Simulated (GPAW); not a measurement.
Runs of GPAW 26.7.0 on CO2. The structure is tetragonal, space group I-42d (No. 122). The conventional cell has a = 3.949 Å, b = 3.949 Å, c = 6.028 Å, α = 90.00°, β = 90.00°, γ = 90.00°. O (site symmetry 2) has 2 C at 1.40 Å as nearest neighbours. C (site symmetry -4) has 4 O at 1.40 Å as nearest neighbours. The cell comes from a database or a generator and needn't be the stable form of this composition.

```csv
task,level,potentials or basis,cell,optimizer,fmax,max steps,band path,band points,gap on the mesh (eV),pressure (GPa),relaxed volume (Å³/atom),largest force (eV/Å)
relaxation of cell and atoms,PBEsol+D4,"PAW data sets generated in the run's folder for this functional, pw",relaxed,LBFGS,0.05 eV/Å,40,-,-,7.63,0.1,7.52,-
relaxation of cell and atoms,r2SCAN+D3(BJ),"GPAW PAW data sets (gpaw-data 1.2.1), pw",relaxed,BFGS,0.01 eV/Å,60,-,-,8.56,-0.1,7.51,-
band structure,r2SCAN,"GPAW PAW data sets (gpaw-data 1.2.1), pw",as given,-,-,-,"GXYSGZS1NPY1Z,XP",100,(d),(b),-,(c)
band structure,LDA,"JTH PAW 2.0, LDA, pw",as given,-,-,-,"GXYSGZS1NPY1Z,XP",100,7.40,-15.3,-,0.61
band structure,LDA,"the program's PAW data sets (release 1.2.1) made for this functional, pw",as given,-,-,-,"GXYSGZS1NPY1Z,XP",100,7.45,-13.3,-,(a)
```

Alike in all rows: no spin polarisation; k mesh 6 × 6 × 6; cutoff (eV) 800; smearing fermi-dirac 0.05 eV.

Problem. Estimate the missing entries.

Solution. (a) 0.47; (b) -7.5; (c) 0.22; (d) 8.49.

Caveats: later steps reuse the first step's grids (some runs); the PAW data sets were made with another functional, which shifts forces and pressure a little (some runs); the program truncates these outside data sets (some runs); so large a pressure means that the cell lies far from this level's equilibrium, or that cutoff or potentials fall short (some runs).

A k mesh can miss the band edges.

Not every run made on this cell is shown here.
